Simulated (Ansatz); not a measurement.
Runs of Ansatz 0.2.0 on LiCl. Symmetry: Fm-3m, No. 225, cubic system. Conventional cell: a = 5.130 Å, b = 5.130 Å, c = 5.130 Å, α = 90.00°, β = 90.00°, γ = 90.00°. Cl (site symmetry m-3m) has 6 Li at 2.56 Å as nearest neighbours. Around Li (site symmetry m-3m) lie 6 Cl at 2.56 Å. 

```tsv
cell	gap on the mesh (eV)	pressure (GPa)
relaxed to 20 GPa	6.85	20.0
relaxed to 30 GPa	6.88	30.0
relaxed to 10 GPa	(b)	10.0
relaxed to 5 GPa	(a)	5.0
relaxed	6.36	0.0
```

Alike in all rows: task relaxation of cell and atoms; level PBEsol; potentials or basis all-electron LAPW, scalar-relativistic; no spin polarisation; k mesh 9 × 9 × 9; smearing fermi-dirac 0.05 eV; basis error allowed 0.001 eV/atom.

Q: Fill in the values left out.

A: (a) 6.72; (b) 6.78.

Caveats: an odd mesh through Γ misses points on the zone boundary, where band edges often lie.
